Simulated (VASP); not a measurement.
# ZnSe (F-43m) in VASP: notebook, part 2 of 2

VASP 6.6.1.

## 3. Born charges and dielectric tensor, PBE

File INCAR:

```
  ALGO = Normal
  EDIFF = 1E-8
  ENCUT = 520
  GGA = PE
  IBRION = 8
  ISIF = 2
  ISMEAR = 0
  LASPH = T
  LCHARG = F
  LEPSILON = T
  LREAL = F
  LWAVE = F
  NELM = 60
  NSW = 1
  PREC = Accurate
  SIGMA = 0.02
```

File KPOINTS:

```
k-points
0
Gamma
  2 2 2
```

File POSCAR:

```
ZnSe                                    
1.0
    0.0000000000      2.9611006021      2.9611006021
    2.9611006021      0.0000000000      2.9611006021
    2.9611006021      2.9611006021      0.0000000000
  Zn              Se            
     1     1
Direct
     1.0000000000000000    1.0000000000000000    0.0000000000000000
     0.2500000000000000    0.2500000000000000    0.2500000000000000
```

Potentials or basis: VASP PAW PBE potentials, release 64 (Zn, Se).

Command:

```
$ cat potpaw_PBE.64/Zn/POTCAR potpaw_PBE.64/Se/POTCAR > POTCAR
$ mpirun -np 1 vasp_std > vasp.out
```

OUTCAR:

```text
EDIFF = 1E-8
   ENCUT = 520
   GGA = PE
   IBRION = 8
   ISIF = 2
   ISMEAR = 0
   LASPH = T
   LEPSILON = T
   LREAL = F
   NELM = 60
   NSW = 1
   PREC = Accurate

 ion  position               nearest neighbor table
   1  0.000  0.000  0.000-   2 2.56   2 2.56   2 2.56   2 2.56
   2  0.250  0.250  0.250-   1 2.56   1 2.56   1 2.56   1 2.56

  LATTYP: Found a face centered cubic cell.
 ALAT       =     5.9222012042

  Lattice vectors:

 A1 = (   0.0000000000,   2.9611006021,   2.9611006021)
 A2 = (   2.9611006021,   0.0000000000,   2.9611006021)
 A3 = (   2.9611006021,   2.9611006021,   0.0000000000)

Analysis of symmetry for initial positions (statically):
=====================================================================
 Subroutine PRICEL returns:
 Original cell was already a primitive cell.

 Routine SETGRP: Setting up the symmetry group for a
[... 325 lines left out ...]

 SECOND DERIVATIVES (NOT SYMMETRIZED)
 ------------------------------------
               1X          1Y          1Z          2X          2Y          2Z
  1X    -3.258200    0.000000    0.000000    3.258200    0.000000    0.000000
  1Y     0.000000   -3.258200    0.000000    0.000000    3.258200    0.000000
  1Z     0.000000    0.000000   -3.258200    0.000000    0.000000    3.258200
  2X     3.305951    0.000000    0.000000   -3.305951    0.000000    0.000000
  2Y     0.000000    3.305951    0.000000    0.000000   -3.305951    0.000000
  2Z     0.000000    0.000000    3.305951    0.000000    0.000000   -3.305951

 Eigenvectors and eigenvalues of the dynamical matrix
 ----------------------------------------------------

   1 f  =    4.734002 THz    29.744612 2PiTHz  157.909311 cm-1    19.578251 meV
             X         Y         Z           dx          dy          dz
      0.000000  0.000000  0.000000     0.000000    0.737153    0.000000
      1.480550  1.480550  1.480550     0.000000   -0.675725    0.000000
[... 21 lines left out ...]
   6 f/i=    0.017154 THz     0.107782 2PiTHz    0.572196 cm-1     0.070943 meV
             X         Y         Z           dx          dy          dz
      0.000000  0.000000  0.000000     0.000000    0.000000   -0.675725
      1.480550  1.480550  1.480550     0.000000    0.000000   -0.737153

--------------------------------------------------------------------------------------------------------

 MACROSCOPIC STATIC DIELECTRIC TENSOR IONIC CONTRIBUTION
 ------------------------------------------------------
         137.515928    -0.000000    -0.000000
          -0.000000   137.515928     0.000000
          -0.000000     0.000000   137.515928
 ------------------------------------------------------

 ELASTIC MODULI CONTR FROM IONIC RELAXATION (kBar)
 Direction    XX          YY          ZZ          XY          YZ          ZX
 --------------------------------------------------------------------------------
 XX           0.0000      0.0000      0.0000      0.0000      0.0000      0.0000
 YY           0.0000      0.0000      0.0000      0.0000      0.0000      0.0000
 ZZ           0.0000      0.0000      0.0000      0.0000      0.0000      0.0000
 XY           0.0000      0.0000      0.0000     -2.1607      0.0000      0.0000
 YZ           0.0000      0.0000      0.0000      0.0000     -2.1607     -0.0000
 ZX           0.0000      0.0000      0.0000      0.0000     -0.0000     -2.1607
 --------------------------------------------------------------------------------

 PIEZOELECTRIC TENSOR IONIC CONTR  for field in x, y, z        (C/m^2)
          XX          YY          ZZ          XY          YZ          ZX
  --------------------------------------------------------------------------------
  x     0.00000     0.00000     0.00000    -0.00000     0.51292    -0.00000
  y     0.00000     0.00000     0.00000     0.00000     0.00000     0.51292
  z     0.00000     0.00000     0.00000     0.51292    -0.00000    -0.00000
```

stdout:

```text
POSCAR found type information on POSCAR ZnSe
 POSCAR found :  2 types and       2 ions
 scaLAPACK will be used
 LDA part: xc-table for (Slater+PW92), standard interpolation
 POSCAR, INCAR and KPOINTS ok, starting setup
 FFT: planning ... GRIDC
 FFT: planning ... GRID_SOFT
 FFT: planning ... GRID
 WAVECAR not read
 entering main loop
[... 24 lines left out ...]
 dielectric tensor                  component  3 :     5.485     0.000   312.720
 Linear response DOF=           2
 Linear response progress:
 first order change of Fermi-energy  -0.21894E+00
 force on displaced ion       1 direction 1 :  -3.258   0.000   0.000
 Born effective charge ion    1 direction 1 :   6.380   0.000   0.000
 Linear response progress:
 first order change of Fermi-energy   0.21891E+00
 force on displaced ion       2 direction 1 :  -3.306  -0.000  -0.000
 Born effective charge ion    2 direction 1 : -16.373   0.000   0.000
 Born effective charges drift removed
 Linear response finished
```

Wall time 60 s (1 thread of Intel Xeon 6975P-C (Granite Rapids), shared host); peak memory 0.2 GiB.

What came out:

```
Band gap on the k mesh                                  : 0.61 eV, direct
Electronic dielectric tensor (diagonal)                 : 312.72
Born charges (mean of the diagonal)                     : Zn +11.38; Se -11.38 e
Highest phonon frequency at Γ, LO-TO splitting left out : 158 cm⁻¹
```

Phonon frequencies in cm⁻¹ (negative: imaginary):
| q point | frequencies |
| --- | --- |
| (0.000, 0.000, 0.000) | -1 -1 -1 158 158 158 |

Electronic dielectric tensor:
```
312.72   0.00   0.00
  0.00 312.72   0.00
  0.00   0.00 312.72
```

Born effective charge tensors (e):
atom 1, Zn
```
11.38  0.00  0.00
 0.00 11.38  0.00
 0.00  0.00 11.38
```
atom 2, Se
```
-11.38   0.00   0.00
  0.00 -11.38   0.00
  0.00   0.00 -11.38
```

Caveat: the k mesh is coarse (spacing up to 0.92 Å⁻¹), so the values aren't converged; the gap is small at this level, which inflates the dielectric constant.
